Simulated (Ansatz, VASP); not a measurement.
# SiC: VASP beside Ansatz

Contents of INCAR:

```
SYSTEM = SiC
PREC = Accurate
ENCUT = 520
EDIFF = 1E-7
ISMEAR = 0
SIGMA = 0.01
LREAL = .False.
LASPH = .True.
NELM = 80
ALGO = Normal
ISIF = 2
LWAVE = .False.
LCHARG = .False.
GGA = PS
NBANDS = 16
```

Contents of KPOINTS:

```
regular mesh
0
Gamma
  12 12 6
  0 0 0
```

POSCAR

```
SiC
1.0
    3.0759836400      0.0000000000      0.0000000000
   -1.5379918200      2.6638799739      0.0000000000
    0.0000000000      0.0000000000      5.0478375098
Si C
2 2
Direct
    0.3333333333      0.6666666667     -0.0097238956
    0.6666666667      0.3333333333      0.4902761044
    0.3333333333      0.6666666667      0.3847238956
    0.6666666667      0.3333333333      0.8847238956
```

Input for Ansatz:

```yaml
crystal:
  lattice:
    - [3.07598364, 0.0, 0.0]
    - [-1.53799182, 2.6638799739, 0.0]
    - [0.0, 0.0, 5.0478375098]
  atoms:
    - { symbol: Si, position: [0.3333333333, 0.6666666667, -0.0097238956] }
    - { symbol: Si, position: [0.6666666667, 0.3333333333, 0.4902761044] }
    - { symbol: C, position: [0.3333333333, 0.6666666667, 0.3847238956] }
    - { symbol: C, position: [0.6666666667, 0.3333333333, 0.8847238956] }
basis:
  ecutwfc: 420
  xc_grid: 2
kpoints:
  mp_grid: { grid: [12, 12, 6] }
hamiltonian:
  xc: pbesol
  pseudopotentials: { kind: paw, azcp: { folder: soft_1 } }
scf:
  occupations: { method: fixed }
output:
  forces: true
  stress: true
  eigenvalues: true
  polarization: {}
```

Change from the starting cell: polar distortion scaled by 0.85.

Alike in both runs: task single point; functional PBEsol; k mesh 12 × 12 × 6; no spin polarisation.

|  | VASP | Ansatz |
| --- | --- | --- |
| version | VASP 6.6.1 | Ansatz 0.2.0 |
| potentials or method | VASP PAW PBE potentials, release 64 (Si, C) | scalar-relativistic, plane waves, PAW |
| plane-wave cutoff (eV) | 520 | 420 |
| occupations | gaussian, width 0.01 eV | fixed |
| valence electrons in the cell | 16 | 16 |

```csv
,VASP,Ansatz,Ansatz less VASP
gap on the k mesh at the Fermi level (eV),2.10,2.11,+0.010
least direct gap on the mesh (eV),4.06,4.07,+0.012
pressure (GPa),1.3,1.0,-0.34
largest component of the traceless stress (GPa),6.02,5.93,-0.088
rms of the force components (eV/Å),0.784,0.781,-0.0036
```

Atom by atom the forces differ by 0.004 eV/Å (rms over components). Ansatz warned: «pseudo_functional_mismatch».

Caveats: the PAW data sets were made with another functional, which shifts forces and pressure a little (VASP). A k mesh can miss the band edges.
